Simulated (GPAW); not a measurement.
# Al (Fm-3m) in GPAW: settings compared

One crystal, Al, is run at these levels: WC, rSCAN, optPBE-vdW; tasks: band structure, equation of state.

Everything below comes from runs of GPAW 26.7.0. Logs are shortened: lines on timing, memory, paths and dates and some standing lists are left out, and cuts for length are marked. The log counts tension as positive stress, the text compression.

**What was measured.**

“The interpretation of polycrystalline coherent inelastic neutron scattering from aluminium”, 2013, pmc:3831299 quotes, for a bulk crystal of Al: bulk modulus 76.9 GPa.

The results are compared with them further down.

## (1) Starting point

The structure is cubic, space group Fm-3m (No. 225). The conventional cell has a = 4.050 Å, b = 4.050 Å, c = 4.050 Å, α = 90.00°, β = 90.00°, γ = 90.00°. Al (site symmetry m-3m) is surrounded by 12 Al at 2.86 Å.

## (2) Band structure, WC

The input, run.py:

```python
import spglib
from ase import Atoms
from ase.dft.bandgap import bandgap
from ase.io import read, write
from ase.units import GPa
from gpaw import GPAW, PW, setup_paths

setup_paths.insert(0, '.')

atoms = read('Al.cif')
cell, positions, numbers = spglib.find_primitive(
    (atoms.cell[:], atoms.get_scaled_positions(), atoms.numbers), symprec=1e-4)
atoms = Atoms(numbers, cell=cell, scaled_positions=positions, pbc=True)

calc = GPAW(mode=PW(600),
            xc='WC',
            kpts={'size': (11, 11, 11), 'gamma': True},
            occupations={'name': 'fermi-dirac', 'width': 0.05},
            nbands=7,
            convergence={'density': 1e-05, 'energy': 1e-05},
            maxiter=150,
            txt='gpaw.txt')
atoms.calc = calc
energy = atoms.get_potential_energy()
forces = atoms.get_forces()
stress = atoms.get_stress()
calc.write('gs.gpw')
write('result.traj', atoms)
print(f'Energy: {energy:.6f} eV')
print('Forces (eV/A):')
print(forces.round(4))
print('Stress (GPa):', (stress / GPa).round(3))
print('Fermi level:', round(calc.get_fermi_level(), 4), 'eV')
print(f'Gap: {bandgap(calc)[0]:.4f} eV, direct: {bandgap(calc, direct=True)[0]:.4f} eV')

path = atoms.cell.bandpath('GXWKGLUWLK,UX', npoints=100, eps=1e-4)
bs_calc = calc.fixed_density(kpts=path, symmetry='off', nbands=13,
                             convergence={'bands': 'CBM+6.0', 'eigenstates': 1e-6}, txt='bands.txt')
bs = bs_calc.band_structure()
bs.write('bs.json')
print(f'Gap on the path: {bandgap(bs_calc)[0]:.4f} eV')
```

The input, Al.cif:

```cif
data_Al
_cell_length_a 4.04961000
_cell_length_b 4.04961000
_cell_length_c 4.04961000
_cell_angle_alpha 90.00000000
_cell_angle_beta 90.00000000
_cell_angle_gamma 90.00000000
_space_group_name_H-M_alt 'Fm-3m'
_space_group_name_Hall '-F 4 2 3'
_space_group_IT_number 225
loop_
_space_group_symop_operation_xyz
'x,y,z'
'-x,-y,-z'
'-y,x,z'
'y,-x,-z'
'-x,-y,z'
'x,y,-z'
'y,-x,z'
'-y,x,-z'
'x,-y,-z'
'-x,y,z'
'-y,-x,-z'
'y,x,z'
'-x,y,-z'
'x,-y,z'
'y,x,-z'
'-y,-x,z'
'z,x,y'
'-z,-x,-y'
'z,-y,x'
'-z,y,-x'
'z,-x,-y'
'-z,x,y'
'z,y,-x'
'-z,-y,x'
'-z,x,-y'
'z,-x,y'
'-z,-y,-x'
'z,y,x'
'-z,-x,y'
'z,x,-y'
'-z,y,x'
'z,-y,-x'
'y,z,x'
'-y,-z,-x'
'x,z,-y'
'-x,-z,y'
'-y,z,-x'
'y,-z,x'
'-x,z,y'
'x,-z,-y'
'-y,-z,x'
'y,z,-x'
'-x,-z,-y'
'x,z,y'
'y,-z,-x'
'-y,z,x'
'x,-z,y'
'-x,z,-y'
'x,y+1/2,z+1/2'
'-x,-y+1/2,-z+1/2'
'-y,x+1/2,z+1/2'
[... 62 lines left out ...]
'-z+1/2,-x,-y+1/2'
'z+1/2,-y,x+1/2'
'-z+1/2,y,-x+1/2'
'z+1/2,-x,-y+1/2'
'-z+1/2,x,y+1/2'
'z+1/2,y,-x+1/2'
'-z+1/2,-y,x+1/2'
'-z+1/2,x,-y+1/2'
'z+1/2,-x,y+1/2'
'-z+1/2,-y,-x+1/2'
'z+1/2,y,x+1/2'
'-z+1/2,-x,y+1/2'
'z+1/2,x,-y+1/2'
'-z+1/2,y,x+1/2'
'z+1/2,-y,-x+1/2'
'y+1/2,z,x+1/2'
'-y+1/2,-z,-x+1/2'
'x+1/2,z,-y+1/2'
'-x+1/2,-z,y+1/2'
'-y+1/2,z,-x+1/2'
'y+1/2,-z,x+1/2'
'-x+1/2,z,y+1/2'
'x+1/2,-z,-y+1/2'
'-y+1/2,-z,x+1/2'
'y+1/2,z,-x+1/2'
'-x+1/2,-z,-y+1/2'
'x+1/2,z,y+1/2'
'y+1/2,-z,-x+1/2'
'-y+1/2,z,x+1/2'
'x+1/2,-z,y+1/2'
'-x+1/2,z,-y+1/2'
'x+1/2,y+1/2,z'
'-x+1/2,-y+1/2,-z'
'-y+1/2,x+1/2,z'
'y+1/2,-x+1/2,-z'
'-x+1/2,-y+1/2,z'
'x+1/2,y+1/2,-z'
'y+1/2,-x+1/2,z'
'-y+1/2,x+1/2,-z'
'x+1/2,-y+1/2,-z'
'-x+1/2,y+1/2,z'
'-y+1/2,-x+1/2,-z'
'y+1/2,x+1/2,z'
'-x+1/2,y+1/2,-z'
'x+1/2,-y+1/2,z'
'y+1/2,x+1/2,-z'
'-y+1/2,-x+1/2,z'
'z+1/2,x+1/2,y'
'-z+1/2,-x+1/2,-y'
'z+1/2,-y+1/2,x'
'-z+1/2,y+1/2,-x'
'z+1/2,-x+1/2,-y'
'-z+1/2,x+1/2,y'
'z+1/2,y+1/2,-x'
'-z+1/2,-y+1/2,x'
'-z+1/2,x+1/2,-y'
'z+1/2,-x+1/2,y'
'-z+1/2,-y+1/2,-x'
'z+1/2,y+1/2,x'
'-z+1/2,-x+1/2,y'
'z+1/2,x+1/2,-y'
'-z+1/2,y+1/2,x'
'z+1/2,-y+1/2,-x'
'y+1/2,z+1/2,x'
'-y+1/2,-z+1/2,-x'
'x+1/2,z+1/2,-y'
'-x+1/2,-z+1/2,y'
'-y+1/2,z+1/2,-x'
'y+1/2,-z+1/2,x'
'-x+1/2,z+1/2,y'
'x+1/2,-z+1/2,-y'
'-y+1/2,-z+1/2,x'
'y+1/2,z+1/2,-x'
'-x+1/2,-z+1/2,-y'
'x+1/2,z+1/2,y'
'y+1/2,-z+1/2,-x'
'-y+1/2,z+1/2,x'
'x+1/2,-z+1/2,y'
'-x+1/2,z+1/2,-y'
loop_
_atom_site_label
_atom_site_type_symbol
_atom_site_symmetry_multiplicity
_atom_site_Wyckoff_symbol
_atom_site_fract_x
_atom_site_fract_y
_atom_site_fract_z
_atom_site_occupancy
Al1 Al 4 a 0.0000000000 0.0000000000 0.0000000000 1
```

Potentials or basis: PAW data sets generated in the run's folder for this functional, pw.

Started as:

```bash
> gpaw-setup -f WC Al
> OMP_NUM_THREADS=1 python run.py
```

gpaw.txt:

```text
__  _  _
 | _ |_)|_||  |
 |__||  | ||/\| - 26.7.0

Input parameters:
  mode=PW(ecut=600.0),
  convergence={'density': 1e-05, 'energy': 1e-05},
  kpts=MonkhorstPack(size=(11, 11, 11), gamma=True),
  maxiter=150,
  nbands=7,
  occupations=Occupations(name='fermi-dirac', width=0.05),
  xc=XC(name='WC')

Diagonalizing LCAO Hamiltonian
Converting LCAO to pw mode

       Al

Atoms  # Å, Bohr magnetons
|   | symbol |        x |        y |        z |    initial magnetic moments |
|---|--------|----------|----------|----------|-----------------------------|
| 0 |     Al | 0.000000 | 0.000000 | 0.000000 | ( 0.0000,  0.0000,  0.0000) |

Unit cell  # Å
| periodic |        x |        y |        z |  lengths |    angles |
|----------|----------|----------|----------|----------|-----------|
|      yes | 0.000000 | 2.024805 | 2.024805 | 2.863507 | 60.000000 |
|      yes | 2.024805 | 0.000000 | 2.024805 | 2.863507 | 60.000000 |
|      yes | 2.024805 | 2.024805 | 0.000000 | 2.863507 | 60.000000 |

Number of symmetries: 48
Symmetry operations  # r_c * U_cc + t_c -> r_c
|    | kind |            matrix            |
|----|------|------------------------------|
|  0 |  σ   |  1, 0, 0,  1, 0,-1,  1,-1, 0 |
|  1 |  C2  |  1, 0, 0,  1,-1, 0,  1, 0,-1 |
|  2 |  E   |  1, 0, 0,  0, 1, 0,  0, 0, 1 |
|  3 |  σ   |  1, 0, 0,  0, 0, 1,  0, 1, 0 |
|  4 |  C4  |  1, 0,-1,  1, 0, 0,  1,-1, 0 |
|  5 |  S6  |  1, 0,-1,  1,-1, 0,  1, 0, 0 |
|  6 |  σ   |  1, 0,-1,  0, 1,-1,  0, 0,-1 |
|  7 |  C3  |  1, 0,-1,  0, 0,-1,  0, 1,-1 |
|  8 |  S6  |  1,-1, 0,  1, 0, 0,  1, 0,-1 |
|  9 |  C4  |  1,-1, 0,  1, 0,-1,  1, 0, 0 |
| 10 |  C3  |  1,-1, 0,  0,-1, 1,  0,-1, 0 |
| 11 |  σ   |  1,-1, 0,  0,-1, 0,  0,-1, 1 |
| 12 |  σ   |  0, 1, 0,  1, 0, 0,  0, 0, 1 |
| 13 |  C4  |  0, 1, 0,  0, 1,-1, -1, 1, 0 |
| 14 |  C3  |  0, 1, 0,  0, 0, 1,  1, 0, 0 |
| 15 |  S6  |  0, 1, 0, -1, 1, 0,  0, 1,-1 |
| 16 |  C2  |  0, 1,-1,  1, 0,-1,  0, 0,-1 |
| 17 |  σ   |  0, 1,-1,  0, 1, 0, -1, 1, 0 |
| 18 |  S4  |  0, 1,-1,  0, 0,-1,  1, 0,-1 |
| 19 |  C4  |  0, 1,-1, -1, 1, 0,  0, 1, 0 |
| 20 |  C3  |  0, 0, 1,  1, 0, 0,  0, 1, 0 |
| 21 |  σ   |  0, 0, 1,  0, 1, 0,  1, 0, 0 |
| 22 |  S6  |  0, 0, 1,  0,-1, 1, -1, 0, 1 |
| 23 |  C4  |  0, 0, 1, -1, 0, 1,  0,-1, 1 |
| 24 |  S4  |  0, 0,-1,  1, 0,-1,  0, 1,-1 |
| 25 |  C3  |  0, 0,-1,  0, 1,-1,  1, 0,-1 |
| 26 |  C2  |  0, 0,-1,  0,-1, 0, -1, 0, 0 |
| 27 |  S6  |  0, 0,-1, -1, 0, 0,  0,-1, 0 |
| 28 |  S4  |  0,-1, 1,  1,-1, 0,  0,-1, 0 |
| 29 |  C4  |  0,-1, 1,  0, 0, 1, -1, 0, 1 |
| 30 |  C2  |  0,-1, 1,  0,-1, 0,  1,-1, 0 |
| 31 |  σ   |  0,-1, 1, -1, 0, 1,  0, 0, 1 |
| 32 |  C3  |  0,-1, 0,  1,-1, 0,  0,-1, 1 |
| 33 |  S6  |  0,-1, 0,  0, 0,-1, -1, 0, 0 |
| 34 |  S4  |  0,-1, 0,  0,-1, 1,  1,-1, 0 |
| 35 |  C2  |  0,-1, 0, -1, 0, 0,  0, 0,-1 |
| 36 |  C2  | -1, 1, 0,  0, 1, 0,  0, 1,-1 |
| 37 |  S6  | -1, 1, 0,  0, 1,-1,  0, 1, 0 |
| 38 |  S4  | -1, 1, 0, -1, 0, 1, -1, 0, 0 |
| 39 |  C3  | -1, 1, 0, -1, 0, 0, -1, 0, 1 |
| 40 |  S6  | -1, 0, 1,  0, 0, 1,  0,-1, 1 |
| 41 |  C2  | -1, 0, 1,  0,-1, 1,  0, 0, 1 |
| 42 |  C3  | -1, 0, 1, -1, 1, 0, -1, 0, 0 |
| 43 |  S4  | -1, 0, 1, -1, 0, 0, -1, 1, 0 |
| 44 |  C2  | -1, 0, 0,  0, 0,-1,  0,-1, 0 |
| 45 |  i   | -1, 0, 0,  0,-1, 0,  0, 0,-1 |
| 46 |  σ   | -1, 0, 0, -1, 1, 0, -1, 0, 1 |
| 47 |  C2  | -1, 0, 0, -1, 0, 1, -1, 1, 0 |

BZ-sampling:
  Number of BZ points: 1331
  Number of IBZ points: 56

  Monkhorst-Pack size: [11, 11, 11]
  Monkhorst-Pack shift: [0, 0, 0]

K-points  # in reciprocal-cell coordinates
|     |                                coordinates |     weight |
|-----|--------------------------------------------|------------|
|   0 | (  0.00000000,   0.00000000,   0.00000000) | 0.00075131 |
|   1 | (  0.09090909,   0.09090909,   0.00000000) | 0.00450789 |
|   2 | (  0.09090909,   0.09090909,   0.09090909) | 0.00601052 |
|   3 | (  0.18181818,   0.09090909,   0.09090909) | 0.00901578 |
|   4 | (  0.18181818,   0.18181818,   0.00000000) | 0.00450789 |
|   5 | (  0.18181818,   0.18181818,   0.09090909) | 0.01803156 |
|   6 | (  0.18181818,   0.18181818,   0.18181818) | 0.00601052 |
|   7 | (  0.27272727,   0.18181818,   0.09090909) | 0.01803156 |
|   8 | (  0.27272727,   0.18181818,   0.18181818) | 0.01803156 |
|   9 | (  0.27272727,   0.27272727,   0.00000000) | 0.00450789 |
| ... |                                            |            |
|  55 | (  0.45454545,   0.45454545,   0.45454545) | 0.00601052 |

Plane wave coefficients: 564
Cutoff: 600.0 eV

Spin-components: 1 (collinear spins)
Bands:           7
Projectors:      5
Spin-degeneracy: 2
Datatype:        complex128

Parallelization:
  kpt:    1
  domain: 1
  band:   1

Density:
  Valence electrons: 3.0
  Components: 1
  Grid points: [18 18 18]
  Charge: 0.0  # |e|

Potential:
  Grid points: [18 18 18]

species:
  Al:
    name:    Aluminium
    Z:       13.0
    valence: 3
    core:    10
    charge:  0.0  # [|e|]
    compensation charges:
      type: gauss
      rc: 0.34  # [Å]
      lmax: 2
    cutoffs:
      filter: 1.91  # [Å]
      core: 2.36  # [Å]
    projectors
    | kind |    occ | energy [eV] | rcut [Å] |
    |------|--------|-------------|----------|
    |   3s |  2.000 |      -7.720 |    1.085 |
    |   3p |  1.000 |      -2.679 |    1.085 |
    |    s |        |      19.492 |    1.085 |
    |    p |        |      24.532 |    1.085 |
    |    d |        |       0.000 |    1.085 |

    Using partial waves for Al as LCAO basis

Reference energy: -6597.595384  # eV

eigensolver:
  PPCG
  Converge bands: occupied
  niter=2

density mixing:
  MSR1-Mixer
  Pratt-step length: 0.05
  Maximum mixing coefficient: 0.75
  Old densities: 10
  SVD Regularization: 0.005
  Good broyden scale: 1.0
  Trust region scale: 1.0
  Backstep threshold: 4.0
  History deletion threshold: 6.0
  Fourier metric: weight=20.0, sigma=0.015

occupation numbers:
  Fermi-Dirac:
    width: 0.0500  # eV

poisson solver:
  ecut: 4800.0  # eV

xc functional:
  name: WC with 2 nearest neighbor stencil

convergence criteria:
- Maximum integral of absolute [dens]ity change: 1e-05 electrons / valence electron
- Maximum [total energy] change in last 3 cyles: 1e-05 eV / valence electron
- Maximum integral of absolute [eigenst]ate change: 4e-08 eV^2 / valence electron
maximum number of iterations: 150

SCF iterations
|iter     | |      energy | eigst |  dens |
|---------|-|-------------|-------|-------|
|iter:   1| |   -4.036370 | -0.25 |       |
|iter:   2| |   -4.036301 | -3.50 | -0.99 |
|iter:   3| |   -4.033946 | -3.46 | -1.02 |
|iter:   4| |   -4.034002 | -4.18 | -1.57 |
|iter:   5| |   -4.034006 | -6.20 | -2.98 |
|iter:   6| |   -4.034007c| -6.76 | -3.41 |
|iter:   7| |   -4.034007c| -8.87c| -4.68 |
|iter:   8| |   -4.034007c| -9.79c| -5.16c|

Converged in 8 steps
Energy contributions relative to reference atoms: (reference = -6597.595384)

Energy contributions:
  Kinetic:           3.755722
  Coulomb:          -1.922421
  Zero:             -0.005744
  External:          0.000000
  Xc:               -5.859557
  Entropy:          -0.004013
  Spinorbit:         0.000000
  ----------------------------
  Free energy:      -4.036013
  Extrapolated:     -4.034007

dipole moment: (-6.959952, -6.959952, -6.959952)  # |e|*Ang

Fermi level: 7.052
Eigenvalues  # (at kpt = [0.000, 0.000, 0.000])
| band index |      eig [eV] | occ [0-2] |
|------------|---------------|-----------|
|          0 |        -4.046 |     2.000 |
|          1 |        19.626 |     0.000 |
|          2 |        19.626 |     0.000 |
|          3 |        19.626 |     0.000 |
|          4 |        21.025 |     0.000 |
|          5 |        21.025 |     0.000 |
|          6 |        21.025 |     0.000 |

No gap
No difference between direct/indirect transitions

Forces  # eV/Ang
|       x |       y |       z |
|---------|---------|---------|
| 0.00000 | 0.00000 | 0.00000 |  # Al   0

Stress tensor  # eV/Ang^3
|         x |         y |         z |
|-----------|-----------|-----------|
|  0.009192 | -0.000000 | -0.000000 |
| -0.000000 |  0.009192 |  0.000000 |
| -0.000000 |  0.000000 |  0.009192 |

# Writing to gs.gpw (mode='')
```

Wall time 11 s (1 thread of Arm Neoverse V2, shared host); peak memory 0.16 GiB.

What came out:

```yaml
Free_energy: -4.0360 eV
Pressure: -1.5 GPa
Band_gap_along_the_path: none (metal or under the smearing width)
```

Levels at the corners of the path, in eV from the Fermi level:
```csv
point,band 1,band 2,band 3,band 4,band 5
Γ,-11.10,12.57,12.57,12.57,13.97
X,-2.92,-1.61,5.25,5.55,5.55
W,-0.85,-0.85,0.17,1.04,15.79
K,-1.89,-1.36,-0.43,6.51,8.16
Γ,-11.10,12.57,12.57,12.57,13.97
L,-4.58,-4.39,11.30,11.30,11.42
U,-1.89,-1.36,-0.43,6.51,8.16
W,-0.85,-0.85,0.17,1.04,15.79
L,-4.58,-4.39,11.30,11.30,11.42
K,-1.89,-1.36,-0.43,6.51,8.16
U,-1.89,-1.36,-0.43,6.51,8.16
X,-2.92,-1.61,5.25,5.55,5.55
```

[end of part 1 of 2]
